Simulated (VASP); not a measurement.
# A few sheets of MoS2 in VASP, part 2 of 3

Aim: model a few sheets of MoS2 by a slab and find how far its highest filled level lies below the vacuum.

VASP 6.6.1; PBE with D3(BJ), no spin polarisation; plane waves and PAW (S, Mo).

So far. Step 2 (Surface relaxation): The run ended after 3 ionic steps, 0.000 eV below its first step, once the forces on the free atoms met EDIFFG = -0.03.

## (3) Vacuum level and density of states

A static run writes the electrostatic potential without exchange and correlation (LVHAR), which is flat in the vacuum and gives the level to count from. The dipole correction cancels the field that unlike faces would set up across the vacuum.

File INCAR:

```
SYSTEM = MoS2
PREC = Normal
ENCUT = 300
EDIFF = 1E-06
NELM = 120
ISMEAR = 0
SIGMA = 0.05
LREAL = .FALSE.
ALGO = Fast
GGA = PE
IVDW = 12
NBANDS = 34
LASPH = .TRUE.
LORBIT = 11
LWAVE = .TRUE.
LCHARG = .TRUE.
IDIPOL = 3
LDIPOL = .TRUE.
DIPOL = 0.5 0.5 0.5
LVHAR = .TRUE.
LVACPOTAV = .TRUE.
LELF = .TRUE.
NEDOS = 1500
```

File POSCAR:

```
MoS2
1.0
    3.1690000000      0.0000000000      0.0000000000
   -1.5845000000      2.7444345050      0.0000000000
    0.0000000000      0.0000000000     24.2922960000
S Mo
4 2
Direct
    0.3333333330      0.6666666670      0.6911650515
    0.3333333330      0.6666666670      0.5624627269
    0.6666666670      0.3333333330      0.4375372731
    0.6666666670      0.3333333330      0.3088349485
    0.6666666670      0.3333333330      0.6267709746
    0.3333333330      0.6666666670      0.3732290254
```

File KPOINTS:

```
Automatic mesh
0
Gamma
9 9 1
0 0 0
```

File KPOINTS_OPT:

```
Line mode
14
Line-mode
Reciprocal
  0.00000000   0.00000000   0.00000000 GAMMA
  0.50000000   0.00000000   0.00000000 M

  0.50000000   0.00000000   0.00000000 M
  0.33333333   0.33333333   0.00000000 K

  0.33333333   0.33333333   0.00000000 K
  0.00000000   0.00000000   0.00000000 GAMMA
```

PAW data sets: S and Mo (PBE family, release 64).

On the command line:

```console
$ mpirun -np 2 vasp_std
```

The log of the run:

```text
[banner, memory and clock lines left out]
running    2 mpi-ranks, on    1 nodes
 distrk:  each k-point on    2 cores,    1 groups
 distr:  one band on    1 cores,    2 groups

 POSCAR found type information on POSCAR S Mo
 POSCAR found :  2 types and       6 ions
 LDA part: xc-table for (Slater+PW92), standard interpolation
 POSCAR, INCAR and KPOINTS ok, starting setup
 FFT: planning ... GRIDC
 FFT: planning ... GRID_SOFT
 FFT: planning ... GRID
 WAVECAR not read
 entering main loop
       N       E                     dE             d eps       ncg     rms          rms(c)
DAV:   1     0.163305319053E+03    0.16331E+03   -0.10504E+04   816   0.557E+02
DAV:   2    -0.303153681554E+02   -0.19362E+03   -0.18302E+03  1072   0.159E+02
DAV:   3    -0.462528592046E+02   -0.15937E+02   -0.15656E+02   966   0.480E+01
DAV:   4    -0.466315973169E+02   -0.37874E+00   -0.37803E+00  1120   0.834E+00
DAV:   5    -0.466420816036E+02   -0.10484E-01   -0.10482E-01  1024   0.134E+00    0.374E+01
RMM:   6    -0.442881118791E+02    0.23540E+01   -0.73805E+00   875   0.904E+00    0.134E+01
RMM:   7    -0.438891948150E+02    0.39892E+00   -0.20112E+00   853   0.514E+00    0.105E+01
RMM:   8    -0.435499140179E+02    0.33928E+00   -0.10926E+00   939   0.386E+00    0.194E+00
RMM:   9    -0.435259783848E+02    0.23936E-01   -0.11379E-01  1001   0.172E+00    0.610E-01
RMM:  10    -0.435263672897E+02   -0.38890E-03   -0.19520E-02  1026   0.592E-01    0.307E-01
RMM:  11    -0.435263225152E+02    0.44774E-04   -0.27928E-03  1042   0.249E-01    0.115E-01
RMM:  12    -0.435263261029E+02   -0.35877E-05   -0.95839E-04  1048   0.124E-01    0.502E-02
RMM:  13    -0.435263665518E+02   -0.40449E-04   -0.29244E-04  1134   0.654E-02    0.190E-02
RMM:  14    -0.435264568377E+02   -0.90286E-04   -0.10893E-04  1020   0.359E-02    0.107E-02
RMM:  15    -0.435264676541E+02   -0.10816E-04   -0.19917E-05  1037   0.187E-02    0.812E-03
RMM:  16    -0.435265578195E+02   -0.90165E-04   -0.31538E-05  1055   0.156E-02    0.723E-03
RMM:  17    -0.435265701134E+02   -0.12294E-04   -0.50925E-06   952   0.781E-03    0.368E-03
RMM:  18    -0.435265936530E+02   -0.23540E-04   -0.29805E-06   902   0.585E-03    0.357E-03
RMM:  19    -0.435266226919E+02   -0.29039E-04   -0.14405E-06   817   0.360E-03    0.241E-03
RMM:  20    -0.435266324904E+02   -0.97985E-05   -0.29823E-07   728   0.191E-03    0.188E-03
RMM:  21    -0.435266454046E+02   -0.12914E-04   -0.53943E-07   795   0.184E-03    0.777E-04
RMM:  22    -0.435266467260E+02   -0.13214E-05   -0.47845E-08   505   0.835E-04    0.660E-04
RMM:  23    -0.435266476330E+02   -0.90697E-06   -0.42383E-08   517   0.833E-04
|                                                                             |
|           W    W    AA    RRRRR   N    N  II  N    N   GGGG   !!!           |
|           W    W   A  A   R    R  NN   N  II  NN   N  G    G  !!!           |
|           W    W  A    A  R    R  N N  N  II  N N  N  G       !!!           |
|           W WW W  AAAAAA  RRRRR   N  N N  II  N  N N  G  GGG   !            |
|           WW  WW  A    A  R   R   N   NN  II  N   NN  G    G                |
|           W    W  A    A  R    R  N    N  II  N    N   GGGG   !!!           |
|                                                                             |
|     Did not find any points to average over, which means that no vacuum     |
|     field-free region was found. Please increase the size of  your cell     |
|     in the dimension of the dipole correction to obtain accurate            |
|     workfunction values.                                                    |
|                                                                             |

   1 F= -.45736468E+02 E0= -.45736468E+02  d E =-.197367E-11
 Start KPOINTS_OPT (optional k-point list driver)
k-point batch [1-12\42]
       N       E                     dE             ncg
DAV:   1     0.247778525646E+03   -0.42965E+04      816
DAV:   2    -0.204678869355E+04   -0.22946E+04     1044
DAV:   3    -0.224813225670E+04   -0.20134E+03      964
DAV:   4    -0.225289350454E+04   -0.47612E+01     1040
DAV:   5    -0.225303935571E+04   -0.14585E+00     1022
DAV:   6    -0.225304577902E+04   -0.64233E-02     1120
DAV:   7    -0.225304601972E+04   -0.24070E-03     1040
DAV:   8    -0.225304602841E+04   -0.86986E-05      976
DAV:   9    -0.225304602873E+04   -0.31916E-06      680
[...]
k-point batch [37-42\42]
       N       E                     dE             ncg
DAV:   1     0.492197866677E+04   -0.57354E+03      408
DAV:   2     0.377714692603E+04   -0.11448E+04      508
DAV:   3     0.367320413455E+04   -0.10394E+03      504
DAV:   4     0.367062405877E+04   -0.25801E+01      528
DAV:   5     0.367053684332E+04   -0.87215E-01      504
DAV:   6     0.367053212292E+04   -0.47204E-02      576
DAV:   7     0.367053205656E+04   -0.66353E-04      512
DAV:   8     0.367053205337E+04   -0.31918E-05      504
DAV:   9     0.367053205326E+04   -0.11037E-06      328
 writing wavefunctions
```

Elapsed: 47 s, on 2 MPI ranks of Intel Xeon Platinum 8259CL at 2.50GHz (Skylake/Cascade Lake), shared host; peak memory 0.33 GiB.

From OUTCAR (step 3):

```text
The static configuration has the point symmetry D_3d.

 Found     12 irreducible k-points:

   k-points           NKPTS =     12   k-points in BZ     NKDIM =     12   number of bands    NBANDS=     34

   NELECT =      36.0000    total number of electrons

 dipolmoment           0.000000      0.000000      0.000000 electrons x Angstroem

 E-fermi :   0.3481

 k-point     1 :       0.0000    0.0000    0.0000
  band No.  band energies     occupation
    ...
     14      -1.7750      2.00000
     15      -1.7750      2.00000
     16      -1.5752      2.00000
     17      -0.5362      2.00000
     18       0.1302      2.00000
     19       2.4907      0.00000
     20       2.4907      0.00000
     21       2.5098      0.00000
     22       2.5098      0.00000
     23       2.6891      0.00000
    ...

 k-point     2 :       0.1111    0.0000    0.0000
  band No.  band energies     occupation
    ...
     14      -2.0538      2.00000
     15      -1.5756      2.00000
     16      -1.1656      2.00000
     17      -0.5853      2.00000
     18      -0.1280      2.00000
     19       2.2710      0.00000
     20       2.2999      0.00000
     21       2.3044      0.00000
     22       2.4468      0.00000
     23       2.4727      0.00000
    ...

 Edisp (eV)   -2.20982

  Total      -1.50009    -1.50009    -0.73789     0.00000     0.00000     0.00000
  in kB     -11.37584   -11.37584    -5.59577     0.00000     0.00000     0.00000
  external pressure =       -9.45 kB  Pullay stress =        0.00 kB

 POSITION                                       TOTAL-FORCE (eV/Angst)
 -----------------------------------------------------------------------------------
     -0.00000      1.82962     16.78999         0.000000      0.000000     -0.030731
     -0.00000      1.82962     13.66351        -0.000000      0.000000     -0.018295
      1.58450      0.91481     10.62878         0.000000      0.000000      0.018295
      1.58450      0.91481      7.50231        -0.000000      0.000000      0.030731
      1.58450      0.91481     15.22571         0.000000     -0.000000     -0.000253
     -0.00000      1.82962      9.06659        -0.000000      0.000000      0.000253
 -----------------------------------------------------------------------------------
    total drift:                                0.000000      0.000000      0.000000

  FREE ENERGIE OF THE ION-ELECTRON SYSTEM (eV)
  ---------------------------------------------------
  free  energy   TOTEN  =       -45.7364678509 eV

  energy  without entropy=      -45.7364678509  energy(sigma->0) =      -45.73646785

 vacuum level on the upper side and lower side of the slab         5.603         5.603

 total charge
# of ion       s       p       d       tot
------------------------------------------
    1        1.364   2.339   0.000   3.703
    2        1.366   2.339   0.000   3.705
    3        1.366   2.339   0.000   3.705
    4        1.364   2.339   0.000   3.703
    5        0.420   0.607   4.450   5.478
    6        0.420   0.607   4.450   5.478
--------------------------------------------------
tot          6.300  10.571   8.901  25.771

[... 7 parts as in an earlier step ...]

[... 5 further parts left out ...]
```

Numbers from this step:

| Item | Value |
| --- | --- |
| electronic cycles | 23 |
| Fermi energy | 0.3481 eV |
| least gap on mesh and path | 1.270 eV |
| least direct gap on mesh and path | 1.685 eV |
| vacuum levels | 5.603, 5.603 eV |
| ionisation potentials of the upper and lower face | 5.473, 5.473 eV |
| electron affinities of the upper and lower face | 4.202, 4.202 eV |

The electronic bands at the labelled points (eV, zero at the valence-band top; v1 is the highest filled band, c1 the lowest empty one):

```csv
point,v4,v3,v2,v1,c1,c2,c3,c4
Γ,-1.91,-1.71,-0.67,0.00,2.36,2.36,2.38,2.38
0.46 of the way,-1.87,-1.52,-1.11,-1.05,1.59,1.93,1.94,2.04
M,-1.42,-1.32,-1.13,-1.08,1.79,1.82,2.26,2.39
0.46 of the way,-2.46,-2.23,-0.82,-0.73,1.71,1.77,2.48,2.59
K,-2.59,-2.59,-0.50,-0.41,1.27,1.27,2.31,2.82
0.46 of the way,-1.58,-1.54,-1.26,-1.25,1.29,1.68,2.02,2.14
Γ,-1.91,-1.71,-0.67,0.00,2.36,2.36,2.38,2.38
```

Of the projections kept (S, Mo), the largest for each band there; the rest of the weight can lie on other orbitals:

```csv
point,v4,v3,v2,v1,c1,c2,c3,c4
Γ,Mo 0.65,S 0.81,Mo 0.82,Mo 0.69,S 0.51,S 0.51,S 0.52,S 0.52
M,S 0.79,S 0.78,Mo 0.71,Mo 0.74,Mo 0.96,Mo 0.96,Mo 0.92,Mo 0.91
K,S 0.61,S 0.61,Mo 0.86,Mo 0.84,Mo 0.92,Mo 0.92,Mo 0.80,Mo 0.76
Γ,Mo 0.65,S 0.81,Mo 0.82,Mo 0.69,S 0.51,S 0.51,S 0.52,S 0.52
```

The density of states has structure finer than the step of the table below, so its rows give means over 1 eV, whole bins alone (the curve runs from -12.0 to 9.21 eV). Peaks (eV: height): total -5.7: 10.8, -3.6: 13.5, -2.2: 15.4, 2.2: 15.1; S s -4.5: 0.319, -4.2: 0.419, 6.9: 0.385, 7.9: 0.377; S p -5.7: 3.29, -4.2: 3.28, -3.6: 4.80, -2.2: 6.39; Mo s -4.2: 0.609, 6.7: 0.584, 6.9: 0.715, 7.9: 0.655; Mo p -2.2: 0.792, 7.9: 0.421, 8.1: 0.414, 8.5: 0.561.

Means over bins of 0.074 eV. Density of states against energy, zero at the valence-band top; means over each step; values in states/eV/cell:

```csv
energy (eV),total,S s,S p,Mo s,Mo p,Mo d
-7,4.1e-4,1.2e-5,1.1e-4,5.6e-5,0,7.3e-5
-6,3.93,0.0368,1.21,0.247,0.0960,0.899
-5,3.22,0.0592,1.07,0.0714,0.116,0.786
-4,6.30,0.174,2.11,0.219,0.194,1.71
-3,3.93,0.0326,1.32,0.0240,0.119,1.43
-2,5.91,0.0783,2.51,0.0271,0.307,1.24
-1,4.44,0.0327,1.01,0.0302,0.140,2.23
0,0.243,0.00405,0.0500,0.00420,0.00156,0.140
1,0.543,0.00664,0.0757,0.00691,0.00515,0.319
2,8.11,0.0864,1.38,0.0555,0.0779,4.95
3,4.11,0.0736,0.886,0.00759,0.0416,2.10
4,3.17,0.0864,0.817,0.00120,0.00791,1.55
5,0.386,0.00778,0.0190,0.00338,6.0e-4,0.0299
6,1.53,0.0230,0.0499,0.154,0.0479,0.0729
7,3.33,0.0664,0.155,0.292,0.151,0.180
8,5.06,0.164,0.286,0.323,0.225,0.219
```

The planar average of the electrostatic potential oscillates, so the rows of the table below give means over windows of 1 Å about each position, cut where the curve ends. Its maxima inside the range that stand out by 2 % of the span (Å: eV): 8.3: -5.50, 9.8: -5.57, 12.1: 4.41, 14.5: -5.57, 16.0: -5.50. Its minima: 7.5: -14.8, 9.1: -8.92, 10.6: -14.8, 13.7: -14.8, 15.2: -8.92, 16.8: -14.8.

Zero at the Fermi level. Planar average of the electrostatic potential against height; means over each step:

height (Å), planar average of the electrostatic potential (eV) and a bar from the least value:
```
        0        5.3 ##############################
        1        5.3 ##############################
        2        5.3 ##############################
        3        5.3 ##############################
        4        5.3 ##############################
        5        5.2 ##############################
        6        4.6 #############################
        7       -5.8 ##########
        8       -9.6 ###
        9       -8.1 #####
       10       -8.6 ####
       11       -8.1 #####
       12        3.8 ###########################
       13       -3.0 ###############
       14      -10.9 
       15       -7.8 ######
       16       -7.6 ######
       17      -10.3 #
       18        3.6 ###########################
       19        5.2 ##############################
       20        5.3 ##############################
       21        5.3 ##############################
       22        5.3 ##############################
       23        5.3 ##############################
       24        5.3 ##############################
```

Density of states in the PAW spheres, an atom over height of the layer and energy from the Fermi level.

Ten even steps from '0' (0.00 states/eV) to '9' (1.37 states/eV), each cell a mean:
```
000000
000000
000000
040040
191191
383383
333333
575575
364463
151151
373373
483384
363363
363363
121121
252252
384483
132231
000000
000000
000000
000000
```
Columns: height of the layer (Å) from 7.5 to 16.8 (not evenly spaced); rows upwards: energy from the Fermi level (eV) from -7.9 to 0.5.

ELF in the ca plane at fractional y = 0.333, with atoms of S and Mo within 0.2 Å of it. It is the smooth field of the valence electrons, not physical close to the nuclei.

Values, 5 rows by 16 columns, each cell a mean:
```
0.00 0.00 0.00 0.00 0.01 0.40 0.84 0.79 0.46 0.50 0.79 0.70 0.11 0.38 0.19 0.11
0.00 0.00 0.00 0.00 0.03 0.56 0.92 0.55 0.49 0.52 0.57 0.85 0.08 0.17 0.10 0.04
0.00 0.00 0.00 0.00 0.01 0.40 0.82 0.78 0.45 0.49 0.79 0.68 0.13 0.41 0.21 0.13
0.00 0.00 0.00 0.00 0.02 0.07 0.26 0.43 0.22 0.23 0.42 0.18 0.37 0.72 0.45 0.33
0.00 0.00 0.00 0.00 0.01 0.10 0.26 0.43 0.22 0.23 0.43 0.18 0.36 0.73 0.45 0.33
```
Columns run along c (16.0 Å, from fractional 0.01 to 0.67 of the cell), rows up along a (3.2 Å). Atoms in or near the plane, at fractional coordinates: S at (0.44, 0.67), S at (0.31, 0.67), Mo at (0.63, 0.67).

Valence density in the ca plane at fractional y = 0.333, with atoms of S and Mo within 0.2 Å of it. It is the smooth field of the valence electrons, not physical close to the nuclei.

Values in units of 1e-1 e/Å³, 5 rows by 16 columns, each cell a mean:
```
0.0 0.0 0.0 0.0 0.0 0.2 3.7 9.2 4.6 4.5 9.2 3.8 0.6 2.2 4.8 6.2
0.0 0.0 0.0 0.0 0.0 0.3 6.5 6.4 5.7 5.6 6.4 6.6 0.5 1.4 6.6 9.3
0.0 0.0 0.0 0.0 0.0 0.2 3.8 9.1 4.6 4.6 9.1 3.9 0.6 2.3 4.9 6.3
0.0 0.0 0.0 0.0 0.0 0.1 0.9 2.9 3.4 3.4 2.9 0.9 1.1 4.6 3.6 3.0
0.0 0.0 0.0 0.0 0.0 0.1 0.8 2.7 3.3 3.3 2.7 0.9 1.1 4.5 3.6 2.9
```
Columns run along c (16.0 Å, from fractional 0.01 to 0.67 of the cell), rows up along a (3.2 Å). Atoms in or near the plane, at fractional coordinates: S at (0.44, 0.67), S at (0.31, 0.67), Mo at (0.63, 0.67).

Electrostatic potential energy in the ca plane at fractional y = 0.333, with atoms of S and Mo within 0.2 Å of it. With pseudopotentials it is smooth inside the atoms' cores, unlike the true potential.

Ten even steps from '0' (-72 eV) to '9' (6 eV), each cell a mean:
```
99999999999999999987578888886689999999987777
99999999999999999961017899840038999999876556
99999999999999999940005899820017999999876556
99999999999999999962027899850048999999876566
99999999999999999997678888887789999999987778
99999999999999999999998878899999999988898889
99999999999999999999998877899999999988899999
99999999999999999999998888899999999998898888
```
Columns run along c (16.0 Å, from fractional 0.01 to 0.67 of the cell; values clipped at the 3rd and 97th percentile), rows up along a (3.2 Å). Atoms in or near the plane, at fractional coordinates: S at (0.44, 0.67), S at (0.31, 0.67), Mo at (0.63, 0.67).

The density of states holds every band computed, so its fall toward the upper end of the range is no gap.

The map of layer states is cut here 0.5 eV above the Fermi level, so it leaves out the states above that.

The vacuum level lies 5.47 eV above the highest filled level at the upper face; both faces agree, as the slab has next to no dipole.

The program found no field-free point at its default tolerance, but its printed level agrees with the flat part of the planar average.

(Continued in part 3 of 3.)

[Lines on the potential files, build, host, timing and source positions are cut from VASP's logs without a mark.]

[Logs are printed without paths, hosts, clocks, repeated set-up lines and the standing remarks that a program may print on its own settings, such as how far it seeks lower states.]

[Hosts, paths, dates, database ids (printed as entryN), source tags and the programs' standing remarks are cut or masked in the printed files.]

[In band tables of VASP the shares of atoms and orbitals are scaled to a sum of 1 inside the atoms' spheres.]

[Runs that stopped without an error message from VASP are left out.]
